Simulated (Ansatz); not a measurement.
# TaN (P6_3mc) in Ansatz: reference runs

Aim: a first look at TaN with PBE, on the cell as given and on a disturbed one.

Program: Ansatz 0.2.0. These are calculated values, not measurements. Logs are shortened: lines on timing, memory, paths and dates and some standing lists are left out, and cuts for length are marked.

**1. The structure**

It takes space group P6_3mc (No. 186, hexagonal). The conventional cell has a = 3.050 Å, b = 3.050 Å, c = 4.940 Å, α = 90.00°, β = 90.00°, γ = 120.00°. Around Ta (site symmetry 3m) lie 4 N at 1.85 to 1.90 Å. N (site symmetry 3m) has 4 Ta at 1.85 to 1.90 Å as nearest neighbours.

**2. Single point, PBE**

input.yaml reads:

```yaml
crystal:
  lattice:
    - [3.05000204, 0.0, 0.0]
    - [-1.52500102, 2.64137925, 0.0]
    - [0.0, 0.0, 4.94000153]
  atoms:
    - { symbol: Ta, position: [0.3333333333, 0.6666666667, 0.0] }
    - { symbol: Ta, position: [0.6666666667, 0.3333333333, 0.5] }
    - { symbol: "N", position: [0.3333333333, 0.6666666667, 0.385] }
    - { symbol: "N", position: [0.6666666667, 0.3333333333, 0.885] }
hamiltonian:
  xc: pbe
  pseudopotentials: { kind: paw }
kpoints:
  mp_grid: { grid: [10, 10, 6] }
scf:
  occupations: { method: fermi_dirac, width: 0.05 }
output:
  forces: true
  stress: true
  eigenvalues: true
```

Potentials or basis: Ansatz PAW.

Command:

```console
$ ansatz run input.yaml --threads 2 --pin off --max-ram 5632MiB --backend cpu --events-out ev --progress --plain --runs-dir out
```

What it wrote:

```text
Warning: RAYON_NUM_THREADS=2 ignored (pool sized by the plan → 2); use --threads N
Engine: ansatz 0.2.0, x86_64-unknown-linux-gnu
Pseudopotentials: kind: paw
Pseudopotential: Ta, paw, valence charge 13, recommended cutoff 420 eV (normal), Ta.paw.azcp
Pseudopotential: N, paw, valence charge 5, recommended cutoff 420 eV (normal), N.paw.azcp
Functional definition: PBE
  parameter kappa = 0.804
  parameter beta = 0.06672455060314922
  exchange = pbe_x(kappa = kappa, mu = beta*pi^2/3)
  correlation = pbe_c(beta = beta)
Crystal: 4 atoms, lattice volume = 39.798 Å³
Basis set: ecut = 420 eV, 785 PW (Γ), exchange–correlation on 48×48×72 points (8 copies of the dense FFT grid, shifted against one another)
Bands: 22, of which v1, the nominal top of the filled ones, is band 18 counted from 1 (17 counted from 0)
Symmetry: 12 space group operations
Space group: P63mc (ITA 186), of the structure as read, at distance tolerance 3.4e-5 Å
k-points: 56 of 600 (time reversal used)
Non-local potential: Ta, projectors of the file, l = 0: 3, l = 1: 2, l = 2: 2, l = 3: 1
Non-local potential: N, projectors of the file, l = 0: 2, l = 1: 2, l = 2: 1
PAW form: soft (Blöchl's): semilocal exchange-correlation on the pseudo side does not see the compensation charge
PAW one-centre angular grid: Ta, 590 points (default); XC on 64 Gauss nodes
PAW one-centre angular grid: N, 110 points (default); XC on 64 Gauss nodes
Initial density: superposition of atomic densities (neutral atoms: chi_scale 0, normalization atom), corrected by the library's trained network
Initial wavefunctions: pseudopotential atomic-orbital guess
Functional: x = pbe(κ = 0.804, μ = 0.2195149727645171), c = pbe(β = 0.06672455060314922)
SCF iter   1: F=—  HF=-20630.041792 eV  |F-HF|=—  |Δ(HF+E_count)|=         —  Δρ=2.48e-2  dr2=2.31e-1  ethr=1.77e-3  ⟨swp⟩=5.8  Hψ=5818  notcnv=0
preconditioner: auto → Kerker (q_TF=auto, 2.683 Å⁻¹)  [metal: Δε(μ)=0.100 eV  Ē_g=10.208 eV  σ=0.050 eV  W_gap=0.39  n_scr=10 (ndim 8)  ℏωp=26.3 eV  f_vac=0.000  D(μ)=1.59/eV (n_scr^D=10)]
SCF iter   2: F=—  HF=-20629.984641 eV  |F-HF|=—  |Δ(HF+E_count)|=   5.72e-2  Δρ=6.61e-3  dr2=1.30e-2  ethr=6.42e-4  ⟨swp⟩=2.2  Hψ=2158  notcnv=0
SCF iter   3: F=—  HF=-20629.982845 eV  |F-HF|=—  |Δ(HF+E_count)|=   1.80e-3  Δρ=3.05e-3  dr2=2.32e-3  ethr=3.60e-5  ⟨swp⟩=2.0  Hψ=1533  notcnv=0
SCF iter   4: F=—  HF=-20629.982720 eV  |F-HF|=—  |Δ(HF+E_count)|=   1.25e-4  Δρ=4.50e-4  dr2=6.25e-5  ethr=6.44e-6  ⟨swp⟩=2.2  Hψ=1786  notcnv=0
SCF iter   5: F=—  HF=-20629.982744 eV  |F-HF|=—  |Δ(HF+E_count)|=   2.45e-5  Δρ=1.12e-4  dr2=3.03e-6  ethr=1.74e-7  ⟨swp⟩=2.7  Hψ=2126  notcnv=0
SCF iter   6: F=-20629.982744 eV  HF=-20629.982744 eV  |F-HF|=8.75e-9  |Δ(HF+E_count)|=   3.65e-7  Δρ=1.90e-5  dr2=8.82e-8  ethr=2.78e-10  ⟨swp⟩=4.4  Hψ=5819  notcnv=0
SCF 1 converged in 6 iterations: F = -20629.982744 eV  dr2 = 8.82e-8
SCF converged after 6 iterations
Free energy (F): -20629.982744 eV
Harris-Foulkes:  -20629.982744 eV  (|F-HF|=8.75e-9)
Internal energy: -20629.968920 eV  (E = F + TS)
E sigma→0 (E₀):  -20629.975832 eV
Entropy (-TS):   -0.013824 eV (-3.456 meV/atom)
Fermi energy:    22.745235 eV
--- Per-component energies (eV) ---
  E_band       = -46.581015
  E_kinetic    = 1043.982443
  E_local      = -1346.319247  (includes V_loc(G=0)·N_el)
  E_nonlocal   = 134.261600
  E_hartree    = 487.389313
  E_xc         = -569.374244
  E_vxc        = -577.100112  (∫ρ·V_xc dr)
  E_paw        = -17057.596484  (= ΣΔE_a)
  E_vpaw       = -276.179966  (= ΣTr[D̂ρ^β])
  E_aug_tail   = 0.000609  (compensation charges beyond the density's cutoff)
  E_ewald      = -3322.312910
  E_smearing   = -0.013824  (= −TS)
  E_closure    = -0.000000  (closes the sum)
  Σ components = -20629.982744   (vs F -20629.982744, Δ=0.00e0)
--- Forces (eV/Å), atoms counted from 1 ---
  atom   1  Ta    -0.00000000     0.00000000     2.39123732
  atom   2  Ta    -0.00000000    -0.00000000     2.39123732
  atom   3  N      0.00000000     0.00000000    -2.39114148
  atom   4  N      0.00000000     0.00000000    -2.39114148
  max |Σ_I F_I| component: 1.92e-4 eV/Å
--- Stress (GPa, compression-positive) ---
      145.543001       0.000000      -0.000000
        0.000000     145.543001      -0.000000
        0.000000      -0.000000     120.235705
  P = ⅓ Tr σ = 137.1072 GPa (1371.072 kbar)
--- Band table (eV; the first three rows and the last of 56) ---
  k-point 0: bands = ["-45.5693", "-45.4729", "-13.3620", "-12.2549", "-12.2549", "-12.0633", "-12.0633", "-12.0007", "3.4484", "5.0360", "13.8857", "13.8857", "14.2247", "14.8452", "14.8452", "15.1619", "21.9167", "21.9167", "22.3479", "24.8570", "25.4119", "25.4119"]
  k-point 1: bands = ["-45.5629", "-45.4794", "-13.2800", "-12.2422", "-12.2422", "-12.1032", "-12.0763", "-12.0763", "3.6178", "5.0007", "13.9267", "13.9267", "14.0304", "14.7536", "14.7536", "14.7943", "22.1790", "22.1790", "22.7340", "25.1732", "25.3740", "25.3740"]
  k-point 2: bands = ["-45.5453", "-45.4971", "-13.0506", "-12.3734", "-12.2075", "-12.2075", "-12.1117", "-12.1117", "4.0428", "4.8515", "13.6991", "14.0541", "14.0541", "14.0925", "14.5270", "14.5270", "22.9129", "22.9129", "23.6128", "24.9280", "24.9280", "25.2258"]
  k-point 55: bands = ["-45.4530", "-45.4530", "-13.2973", "-13.2973", "-12.7347", "-12.7347", "-12.2845", "-12.2845", "6.0541", "6.0541", "13.8178", "13.8178", "15.1429", "15.1429", "16.4830", "16.4830", "20.9490", "20.9490", "24.6175", "24.6175", "25.6471", "25.6471"]
```

It took 4.5 s on 2 threads of Intel Xeon at 2.50GHz (Skylake/Cascade Lake), shared host; peak memory 0.37 GiB.

What came out:

* Free energy: -20629.9827 eV
* Pressure: 137.1 GPa
* Largest force: 2.391 eV/Å
* Band gap on the k mesh: none (metal or under the smearing width)

Forces in eV/Å, atoms in the order of the input:
```
Ta   0.000  0.000  2.391
Ta   0.000  0.000  2.391
N    0.000  0.000 -2.391
N    0.000  0.000 -2.391
```

Caveat: a pressure of tens of GPa on the cell as given is suspect, and the run, the potentials or the cell itself is likely at fault; the pressure holds a Pulay correction of +0.5 GPa for the finite cutoff; forces of over 1 eV/Å show positions far from the minimum, so gaps and moduli don't describe the material at rest.

**3. Single point, PBE (atoms moved at random, drawn with an rms of 0.05 Å)**

input.yaml reads:

```yaml
crystal:
  lattice:
    - [3.05000204, 0.0, 0.0]
    - [-1.52500102, 2.64137925, 0.0]
    - [0.0, 0.0, 4.94000153]
  atoms:
    - { symbol: Ta, position: [0.334361, 0.667163, 0.005172] }
    - { symbol: Ta, position: [0.653394, 0.320948, 0.489911] }
    - { symbol: "N", position: [0.319344, 0.651389, 0.382801] }
    - { symbol: "N", position: [0.674737, 0.329947, 0.883975] }
hamiltonian:
  xc: pbe
  pseudopotentials: { kind: paw }
kpoints:
  mp_grid: { grid: [10, 10, 6] }
scf:
  occupations: { method: fermi_dirac, width: 0.05 }
output:
  forces: true
  stress: true
  eigenvalues: true
```

Potentials or basis: Ansatz PAW.

Command:

```console
$ ansatz run input.yaml --threads 2 --pin off --max-ram 5632MiB --backend cpu --events-out ev --progress --plain --runs-dir out
```

Run time: 21 s. Hardware: 2 threads of Intel Xeon at 2.50GHz (Skylake/Cascade Lake), shared host; peak memory 0.55 GiB.

Results (log left out):

- Free energy: -20629.9009 eV
- Pressure: 138.0 GPa
- Largest force: 3.604 eV/Å
- Band gap on the k mesh: none (metal or under the smearing width)

Forces on the atoms (eV/Å):
```
Ta   0.775 -0.385  1.151
Ta   0.149 -0.138  3.439
N   -0.120  0.207 -1.090
N   -0.803  0.316 -3.499
```

Stress tensor (GPa, compression positive):
```
146.30   3.30   2.23
  3.30 147.66  -1.35
  2.23  -1.35 119.94
```

Levels at points of the mesh, in eV from the Fermi level:
| k point | band 14 | band 15 | band 16 | band 17 | band 18 | band 19 | band 20 | band 21 | band 22 |
| --- | --- | --- | --- | --- | --- | --- | --- | --- | --- |
| (0.00, 0.00, 0.00) | -7.85 | -7.79 | -7.55 | -0.86 | -0.75 | -0.43 | 2.25 | 2.55 | 2.87 |
| (0.00, 0.00, -0.50) | -8.69 | -8.24 | -8.18 | 0.91 | 1.04 | 1.42 | 1.46 | 1.71 | 2.04 |
| (0.00, -0.50, 0.00) | -6.40 | -6.17 | -5.23 | -2.47 | -1.03 | 0.43 | 1.42 | 2.03 | 3.77 |
| (0.00, -0.50, -0.50) | -6.65 | -6.33 | -6.29 | -0.57 | -0.38 | 1.92 | 2.09 | 2.23 | 2.64 |
| (-0.50, 0.00, 0.00) | -6.38 | -6.06 | -5.17 | -2.41 | -1.06 | 0.29 | 1.35 | 1.99 | 3.79 |
| (-0.50, 0.00, -0.50) | -6.64 | -6.32 | -6.27 | -0.66 | -0.46 | 1.97 | 2.06 | 2.28 | 2.59 |
| (-0.50, -0.50, 0.00) | -6.39 | -6.22 | -5.23 | -2.47 | -0.95 | 0.51 | 1.40 | 2.15 | 3.78 |
| (-0.50, -0.50, -0.50) | -6.69 | -6.35 | -6.33 | -0.46 | -0.41 | 1.93 | 2.16 | 2.27 | 2.54 |

Caveat: the cell as given lies far from equilibrium; the pressure holds a Pulay correction of +0.5 GPa for the finite cutoff. Spin-orbit coupling is left out, which matters for the levels of Ta.
